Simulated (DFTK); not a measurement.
# ZrC (Fm-3m) in DFTK: notebook

The runs below take ZrC through single point, band structure, with PBE, LDA.

Everything below comes from runs of DFTK 0.8.2. Logs are shortened: lines on timing, memory, paths and dates and some standing lists are left out, and cuts for length are marked.

## (1) The crystal as given

It takes space group Fm-3m (No. 225, cubic). Conventional cell: a = 4.730 Å, b = 4.730 Å, c = 4.730 Å, α = 90.00°, β = 90.00°, γ = 90.00°. Around Zr (site symmetry m-3m) lie 6 C at 2.37 Å. C (site symmetry m-3m) is surrounded by 6 Zr at 2.37 Å.

## (2) Single point, PBE, 12.43 Å³/atom (volume scaled by 0.94)

The input, run.jl:

```julia
using DFTK
using PseudoPotentialData
using Unitful, UnitfulAtomic
using LinearAlgebra, Printf
include("save.jl")
disable_threading()

# lattice vectors are the columns
lattice = austrip(1u"Å") * [           0.0          2.365          2.365;
                    2.365            0.0          2.365;
                    2.365          2.365            0.0]
symbols   = [:Zr, :C]
positions = [[0.5, 0.5, 0.5],
             [0.0, 0.0, 0.0]]
pseudopotentials = PseudoFamily("cp2k.nc.sr.pbe.v0_1.largecore.gth")
elements = Dict(s => ElementPsp(s, pseudopotentials) for s in unique(symbols))
atoms    = [elements[s] for s in symbols]

build_model(lattice, positions; symmetries=true) =
    model_DFT(lattice, atoms, positions;
              functionals=PBE(),
              temperature=austrip(0.05u"eV"),
              smearing=Smearing.FermiDirac(),
              symmetries)
Ecut  = 80.0  # hartree
kgrid = [7, 7, 7]
tol   = 1e-6
to_GPa = ustrip(uconvert(u"GPa", 1u"hartree/bohr^3"))

results["points"] = []
for scale in [0.94, 0.96, 0.98, 1.0, 1.02, 1.04, 1.06]
    println("\n=== scale = ", scale)
    model = build_model(cbrt(scale) * lattice, positions)
    basis = PlaneWaveBasis(model; Ecut, kgrid)
    t0 = time()
    scfres = self_consistent_field(basis;
                                   tol,
                                   nbandsalg=AdaptiveBands(model; n_bands_converge=13))
    seconds = time() - t0
    @printf "SCF: %d iterations, %.1f s\n" scfres.n_iter seconds
    forces = compute_forces_cart(scfres)
    stress = compute_stresses_cart(scfres)
    @printf "V = %.5f Å^3  F = %.8f Ha  max force = %.5f eV/Å  p = %.4f GPa\n" ustrip(auconvert(u"Å^3", model.unit_cell_volume)) scfres.energies.total ustrip(auconvert(u"eV/Å", maximum(norm, forces))) (-tr(stress) / 3 * to_GPa)
    push!(results["points"], save_scf!(scfres; forces, stress, d=Dict{String,Any}("seconds" => seconds, "n_matvec" => get(scfres, :n_matvec, 0))))
end

# third-order Birch-Murnaghan fit in x = V^(-2/3)
V = [0.94, 0.96, 0.98, 1.0, 1.02, 1.04, 1.06] * abs(det(lattice))
E = [p["total"] for p in results["points"]]
x = V .^ (-2 / 3)
c = [x .^ 0 x x .^ 2 x .^ 3] \ E
Δ = c[3]^2 - 3c[2] * c[4]
if Δ > 0
    x0 = (-c[3] + sqrt(Δ)) / 3c[4]
    B0 = 4 / 9 * x0^(7 / 2) * (2c[3] + 6c[4] * x0)
    @printf "V0 = %.4f Å^3  B0 = %.2f GPa\n" ustrip(auconvert(u"Å^3", x0^(-3 / 2))) B0 * to_GPa
end
```

Potentials or basis: cp2k.nc.sr.pbe.v0_1.largecore.gth (PBE, GTH).

Started as:

```
$ julia --threads=1 run.jl  # one pass of the loop, scale = 0.94; save.jl only writes the numbers to a file and isn't shown; printed stress counts tension as positive; times include loading and compiling
```

The program printed:

```text
=== scale = 0.94
n     Energy            log10(ΔE)   log10(Δρ)   Diag   Δtime
---   ---------------   ---------   ---------   ----   ------
  1   -52.65980591427                   -0.06    5.3    6.16s
  2   -52.82246387488       -0.79       -0.39    2.1    3.42s
  3   -52.88275031396       -1.22       -1.30    4.2    4.89s
  4   -52.88339389716       -3.19       -1.66    1.6    2.62s
  5   -52.88356839645       -3.76       -2.26    1.9    2.73s
  6   -52.88357960934       -4.95       -2.82    2.0    2.85s
  7   -52.88358057210       -6.02       -3.19    2.2    3.55s
  8   -52.88358079477       -6.65       -3.78    2.0    2.86s
  9   -52.88358080899       -7.85       -4.29    2.4    3.05s
 10   -52.88358081037       -8.86       -4.86    2.0    2.78s
[... 66 further cycles ...]
  4   -52.88150049274       -2.77       -1.69    2.2    3.27s
  5   -52.88164208721       -3.85       -2.25    2.0    2.79s
  6   -52.88164572782       -5.44       -2.35    2.1    2.80s
  7   -52.88165447094       -5.06       -2.82    2.0    2.79s
  8   -52.88165620268       -5.76       -3.72    2.0    3.38s
  9   -52.88165622894       -7.58       -3.89    3.0    3.52s
 10   -52.88165623760       -8.06       -4.37    1.8    2.61s
 11   -52.88165623872       -8.95       -5.05    2.5    3.03s
 12   -52.88165623876      -10.51       -5.41    2.0    2.90s
 13   -52.88165623877      -11.01       -6.09    2.1    2.89s
SCF: 13 iterations, 43.9 s
V = 28.04331 Å^3  F = -52.88165624 Ha  max force = 0.00000 eV/Å  p = -14.3541 GPa
V0 = 26.0543 Å^3  B0 = 221.78 GPa
```

Wall time 42 s (1 thread of AMD EPYC 9R45 (Zen 5), shared host).

Results:

```yaml
Free_energy: -1439.0355 eV
Pressure: 11.0 GPa
Band_gap_on_the_k_mesh: none (metal or under the smearing width)
```

Caveat: GTH potentials come without recommended cutoffs, and this one wasn't checked for convergence.

## (3) Single point, PBE, 12.70 Å³/atom (volume scaled by 0.96)

run.jl is that of step 2.

Potentials or basis: cp2k.nc.sr.pbe.v0_1.largecore.gth (PBE, GTH).

Started as:

```
$ julia --threads=1 run.jl  # one pass of the loop, scale = 0.96; save.jl only writes the numbers to a file and isn't shown; printed stress counts tension as positive; times include loading and compiling
```

Run time: 39 s. Hardware: 1 thread of AMD EPYC 9R45 (Zen 5), shared host.

It converged, with:

| Quantity | Value |
| --- | --- |
| Free energy | -1439.0640 eV |
| Pressure | 5.6 GPa |
| Band gap on the k mesh | none (metal or under the smearing width) |

Caveat: GTH potentials come without recommended cutoffs, and this one wasn't checked for convergence.

## (4) Single point, PBE, 12.96 Å³/atom (volume scaled by 0.98)

run.jl is that of step 3.

Started as:

```
$ julia --threads=1 run.jl  # one pass of the loop, scale = 0.98; save.jl only writes the numbers to a file and isn't shown; printed stress counts tension as positive; times include loading and compiling
```

Wall time 42 s (1 thread of AMD EPYC 9R45 (Zen 5), shared host).

Results (log left out):

| Item | Value |
| --- | --- |
| Free energy | -1439.0755 eV |
| Pressure | 0.8 GPa |
| Band gap on the k mesh | none (metal or under the smearing width) |

Caveat: GTH potentials come without recommended cutoffs, and this one wasn't checked for convergence.

## (5) Single point, PBE, 13.23 Å³/atom

run.jl is that of step 4.

Started as:

```
$ julia --threads=1 run.jl  # one pass of the loop, scale = 1.0; save.jl only writes the numbers to a file and isn't shown; printed stress counts tension as positive; times include loading and compiling
```

It took 40 s on 1 thread of AMD EPYC 9R45 (Zen 5), shared host.

Results (log left out):

| Quantity | Value |
| --- | --- |
| Free energy | -1439.0718 eV |
| Pressure | -3.6 GPa |
| Band gap on the k mesh | none (metal or under the smearing width) |

Caveat: GTH potentials come without recommended cutoffs, and this one wasn't checked for convergence.

## (6) Single point, PBE, 13.49 Å³/atom (volume scaled by 1.02)

run.jl is that of step 5.

Potentials or basis: cp2k.nc.sr.pbe.v0_1.largecore.gth (PBE, GTH).

Started as:

```
$ julia --threads=1 run.jl  # one pass of the loop, scale = 1.02; save.jl only writes the numbers to a file and isn't shown; printed stress counts tension as positive; times include loading and compiling
```

Wall time 42 s (1 thread of AMD EPYC 9R45 (Zen 5), shared host).

Results (log left out):

* Free energy: -1439.0543 eV
* Pressure: -7.6 GPa
* Band gap on the k mesh: none (metal or under the smearing width)

Caveat: GTH potentials come without recommended cutoffs, and this one wasn't checked for convergence.

## (7) Single point, PBE, 13.76 Å³/atom (volume scaled by 1.04)

run.jl is that of step 6.

Started as:

```
$ julia --threads=1 run.jl  # one pass of the loop, scale = 1.04; save.jl only writes the numbers to a file and isn't shown; printed stress counts tension as positive; times include loading and compiling
```

Wall time 44 s (1 thread of AMD EPYC 9R45 (Zen 5), shared host).

Results (log left out):

```yaml
Free_energy: -1439.0243 eV
Pressure: -11.1 GPa
Band_gap_on_the_k_mesh: none (metal or under the smearing width)
```

Caveat: GTH potentials come without recommended cutoffs, and this one wasn't checked for convergence.

## (8) Single point, PBE, 14.02 Å³/atom (volume scaled by 1.06)

run.jl is that of step 7.

Started as:

```
$ julia --threads=1 run.jl  # one pass of the loop, scale = 1.06; save.jl only writes the numbers to a file and isn't shown; printed stress counts tension as positive; times include loading and compiling
```

Run time: 44 s. Hardware: 1 thread of AMD EPYC 9R45 (Zen 5), shared host.

Results (log left out):

* Free energy: -1438.9832 eV
* Pressure: -14.4 GPa
* Band gap on the k mesh: none (metal or under the smearing width)

Caveat: GTH potentials come without recommended cutoffs, and this one wasn't checked for convergence.

## (9) Band structure, LDA

The input, run.jl:

```julia
using DFTK
using PseudoPotentialData
using Unitful, UnitfulAtomic
using LinearAlgebra, Printf
include("save.jl")
disable_threading()

# lattice vectors are the columns
lattice = austrip(1u"Å") * [           0.0          2.365          2.365;
                    2.365            0.0          2.365;
                    2.365          2.365            0.0]
symbols   = [:Zr, :C]
positions = [[0.5, 0.5, 0.5],
             [0.0, 0.0, 0.0]]
pseudopotentials = PseudoFamily("cp2k.nc.sr.lda.v0_1.largecore.gth")
elements = Dict(s => ElementPsp(s, pseudopotentials) for s in unique(symbols))
atoms    = [elements[s] for s in symbols]

build_model(lattice, positions; symmetries=true) =
    model_DFT(lattice, atoms, positions;
              functionals=LDA(),
              temperature=austrip(0.05u"eV"),
              smearing=Smearing.FermiDirac(),
              symmetries)
Ecut  = 57.0  # hartree
kgrid = [10, 10, 10]
tol   = 1e-6
to_GPa = ustrip(uconvert(u"GPa", 1u"hartree/bohr^3"))

model = build_model(lattice, positions)
basis = PlaneWaveBasis(model; Ecut, kgrid)
display(basis)
scfres = self_consistent_field(basis;
                               tol,
                               nbandsalg=AdaptiveBands(model; n_bands_converge=9))
display(scfres.energies)
@printf "Fermi level: %.6f eV\n" ustrip(auconvert(u"eV", something(scfres.εF, NaN)))
forces = compute_forces_cart(scfres)
println("Forces (eV/Å)")
for (s, f) in zip(symbols, forces)
    @printf "%-3s %12.6f %12.6f %12.6f\n" s ustrip.(auconvert.(u"eV/Å", f))...
end
stress = compute_stresses_cart(scfres)
println("Stress (GPa)")
display(round.(stress * to_GPa; digits=4))
println("Levels at the first k-point (eV): ", round.(ustrip.(auconvert.(u"eV", scfres.eigenvalues[1][1:scfres.n_bands_converge])); digits=4))
save_scf!(scfres; forces, stress)

points = Dict("G" => [0.0, 0.0, 0.0], "K" => [0.375, 0.375, 0.75], "L" => [0.5, 0.5, 0.5], "U" => [0.625, 0.25, 0.625], "W" => [0.5, 0.25, 0.75], "X" => [0.5, 0.0, 0.5])
segments = [("G", "X", 7), ("X", "W", 4), ("W", "K", 3), ("K", "G", 7), ("G", "L", 6), ("L", "U", 4), ("U", "W", 3), ("W", "L", 5), ("L", "K", 4), ("U", "X", 3)]
kcoords = vcat([[points[a] + t * (points[b] - points[a]) for t in range(0, 1, n)] for (a, b, n) in segments]...)
bands = compute_bands(scfres, ExplicitKpoints(kcoords); n_bands=11, tol=1e-5)
for (k, ε) in zip(bands.basis.kpoints, bands.eigenvalues)
    @printf "%d %8.4f %8.4f %8.4f " k.spin k.coordinate...
    println(join([@sprintf("%9.4f", e) for e in ustrip.(auconvert.(u"eV", ε .- scfres.εF))]))
end
results["band_energies"] = rows(bands.eigenvalues); results["band_kpoints"] = rows(kcoords)
```

Potentials or basis: cp2k.nc.sr.lda.v0_1.largecore.gth (LDA, GTH, large core).

Started as:

```
$ julia --threads=1 run.jl  # save.jl only writes the numbers to a file and isn't shown; printed stress counts tension as positive; times include loading and compiling
```

The program printed:

```text
PlaneWaveBasis discretization:

    Ecut                 : 57.0 Ha
    fft_size             : (45, 45, 45), 91125 total points
    kgrid                : MonkhorstPack([10, 10, 10])
    num.   red. kpoints  : 1000
    num. irred. kpoints  : 47

    Discretized Model(lda_x+lda_c_pw, 3D):
        lattice (in Bohr)    : [0         , 4.4692    , 4.4692    ]
                               [4.4692    , 0         , 4.4692    ]
                               [4.4692    , 4.4692    , 0         ]
        unit cell volume     : 178.53 Bohr³

        atoms                : CZr
        pseudopot. family    : PseudoFamily("cp2k.nc.sr.lda.v0_1.largecore.gth")

        num. electrons       : 8
        spin polarization    : none
        temperature          : 0.0018375 Ha
        smearing             : DFTK.Smearing.FermiDirac()

        terms                : Kinetic()
                               AtomicLocal()
                               AtomicNonlocal()
                               Ewald(nothing)
                               PspCorrection()
                               Hartree()
                               Xc(lda_x, lda_c_pw)
                               Entropy()
n     Energy            log10(ΔE)   log10(Δρ)   Diag   Δtime
---   ---------------   ---------   ---------   ----   ------
  1   -8.837746831243                   -0.81    5.0    7.23s
  2   -8.862266738420       -1.61       -1.39    1.3    3.39s
  3   -8.862849342522       -3.23       -2.11    2.6    4.15s
  4   -8.862923626717       -4.13       -2.76    1.9    3.53s
  5   -8.862925261572       -5.79       -3.47    2.1    4.03s
  6   -8.862925303391       -7.38       -4.21    2.4    4.10s
  7   -8.862925306908       -8.45       -4.89    2.7    4.20s
  8   -8.862925306968      -10.22       -5.42    2.1    3.83s
  9   -8.862925306970      -11.67       -5.92    1.8    2.91s
 10   -8.862925306971      -12.46       -6.81    2.1    3.94s
Energy breakdown (in Ha):
    Kinetic             6.8058937
    AtomicLocal         -4.0390089
    AtomicNonlocal      -0.0927417
    Ewald               -10.1576874
    PspCorrection       0.3928676
    Hartree             1.0142204
    Xc                  -2.7863844
    Entropy             -0.0000845

    total               -8.862925306971
Fermi level: 7.913202 eV
Forces (eV/Å)
Zr     -0.000000    -0.000000     0.000000
C       0.000000     0.000000    -0.000000
Stress (GPa)
3×3 StaticArraysCore.SMatrix{3, 3, Float64, 9} with indices SOneTo(3)×SOneTo(3):
 19.8459  -0.0     -0.0
 -0.0     19.8459  -0.0
 -0.0     -0.0     19.8459
Levels at the first k-point (eV): [-3.4303, 8.916, 8.916, 8.916, 9.0128, 9.0128, 9.0128, 10.3332, 10.3332]
1   0.0000   0.0000   0.0000  -11.3435   1.0028   1.0028   1.0028   1.0996   1.0996   1.0996   2.4200   2.4200   7.1828  11.5335
1   0.0833   0.0000   0.0833  -11.1654  -0.5426   0.2453   0.2453   0.7385   2.1462   2.1462   2.5118   4.0128   7.6654  12.0905
1   0.1667   0.0000   0.1667  -10.6998  -2.2929  -0.2269  -0.2269   0.1081   2.7717   3.4076   3.4076   5.4789   9.1617  13.5684
1   0.2500   0.0000   0.2500  -10.1732  -3.3338  -0.6053  -0.3810  -0.3810   3.1511   4.5929   4.5929   6.4523  10.9223  15.2972
1   0.3333   0.0000   0.3333   -9.8946  -3.4183  -1.2079  -0.2880  -0.2880   3.5644   5.3558   5.3558   7.2722  11.5919  12.8701
1   0.4167   0.0000   0.4167   -9.8994  -2.8259  -1.5993  -0.0915  -0.0915   3.8930   5.5683   5.5683   7.7796  10.2300  12.3291
[... 38 lines left out ...]
1   0.5625   0.1250   0.5625   -9.7958  -2.4862  -2.1621  -0.6451   0.3873   5.0294   5.3539   5.5046   7.6338  10.2733  12.2010
1   0.5000   0.0000   0.5000   -9.9425  -2.4368  -1.7341   0.0101   0.0101   4.0198   5.5563   5.5563   7.7276   9.7791  12.1272
```

Run time: 75 s. Hardware: 1 thread of Intel Xeon 6975P-C (Granite Rapids), shared host; peak memory 1.9 GiB.

What came out:

| Property | Result |
| --- | --- |
| Free energy | -241.1725 eV |
| Pressure | -19.8 GPa |
| Band gap on the k mesh | none (metal or under the smearing width) |

Levels at the corners of the path, in eV from the Fermi level:
```csv
point,band 2,band 3,band 4,band 5,band 6,band 7
Γ,1.00,1.00,1.00,1.10,1.10,1.10
X,-2.44,-1.73,0.01,0.01,4.02,5.56
W,-2.68,-2.56,-2.56,3.26,3.26,5.57
K,-3.15,-2.58,-1.68,1.51,4.79,5.31
Γ,1.00,1.00,1.00,1.10,1.10,1.10
L,-5.34,-2.99,-2.99,4.34,4.34,5.18
U,-3.15,-2.58,-1.68,1.51,4.79,5.31
W,-2.68,-2.56,-2.56,3.26,3.26,5.57
L,-5.34,-2.99,-2.99,4.34,4.34,5.18
K,-3.15,-2.58,-1.68,1.51,4.79,5.31
U,-3.15,-2.58,-1.68,1.51,4.79,5.31
X,-2.44,-1.73,0.01,0.01,4.02,5.56
```

Caveat: GTH potentials come without recommended cutoffs, and this one wasn't checked for convergence; so large a pressure means that the cell lies far from this level's equilibrium, or that cutoff or potentials fall short; this set keeps more shells in the core, which shifts pressures and gaps.
